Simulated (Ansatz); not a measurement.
## Platinum (dhcp) across density functionals

All rows: Ansatz, plane waves with scalar-relativistic PAW, 420 eV (500 eV for the SCAN forms), relaxed under each functional, no dispersion correction, no zero-point motion. B₀ comes from uniform scaling at fixed shape; a dash is a value not given.

| functional | V (Å³/atom) | cell | B₀ (GPa) | magnetic state | ΔE to fcc (meV/atom) |
| --- | --- | --- | --- | --- | --- |
| PBE | 15.71 | a = 2.791 Å, c = 9.318 Å (c/a = 3.339) | 245 | spin not included | 30 |
| r²SCAN | 15.36 | a = 2.765 Å, c = 9.281 Å (c/a = 3.357) | 268 | spin not included | 34 |
| PBEsol | 15.10 | a = 2.755 Å, c = 9.187 Å (c/a = 3.335) | 285 | spin not included | 31 |
| LDA | 14.82 | a = 2.738 Å, c = 9.132 Å (c/a = 3.336) | 304 | spin not included | 32 |
| revPBE | 15.91 | a = 2.802 Å, c = 9.359 Å (c/a = 3.340) | 232 | spin not included | 30 |
| RPBE | 15.99 | a = 2.807 Å, c = 9.376 Å (c/a = 3.341) | 227 | spin not included | 29 |
| BLYP | 16.71 | a = 2.842 Å, c = 9.560 Å (c/a = 3.364) | 197 | spin not included | 26 |

LDA gives the smallest volume and BLYP the largest.
